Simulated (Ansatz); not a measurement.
Si:

```
Si
1.0
    -1.62691    1.62691    1.32033
     1.62691   -1.62691    1.32033
     1.62691    1.62691   -1.32033
Si
1
Direct
  0.00000 0.00000 0.00000
```

This isn't the form of Si at room conditions, which is diamond.

```yaml
Program: Ansatz 0.2.0
Task: relaxation of cell and atoms
Functional: RPBE
Potentials_or_basis: Ansatz PAW
Cutoff: "420 eV (not typed: the program's choice for these potentials)"
k_mesh: 13 × 13 × 13
Occupations: fermi-dirac, width 0.05 eV
Spin: no spin polarisation
```

At the start: volume 13.98 Å³/atom.

Problem. How do energy, volume and symmetry change on relaxing?

Solution. It ends after 7 steps and the volume is 14.70 Å³/atom (+5.1 %); space group I4/mmm (No. 139, to 0.05 Å).

The path:
```csv
step,energy change (eV),largest force (eV/Å),volume (Å³)
1,0.0000,0.0000,13.98
2,-0.0125,0.0000,14.47
3,-0.0141,0.0000,15.00
4,-0.0174,0.0000,14.72
5,-0.0175,0.0000,14.72
6,-0.0175,0.0000,14.70
7,-0.0177,0.0000,14.70
```

Final structure:
```
Si
1.0
    -1.67735    1.67735    1.30586
     1.67735   -1.67735    1.30586
     1.67735    1.67735   -1.30586
Si
1
Direct
  0.00000 0.00000 0.00000
```

Caveat: the plane-wave basis is chosen anew once the cell has moved, so the energies of steps on either side of that aren't comparable; the PAW data sets come from PBE, with cores solved anew for the run's functional, which leaves a small shift of forces and pressure.
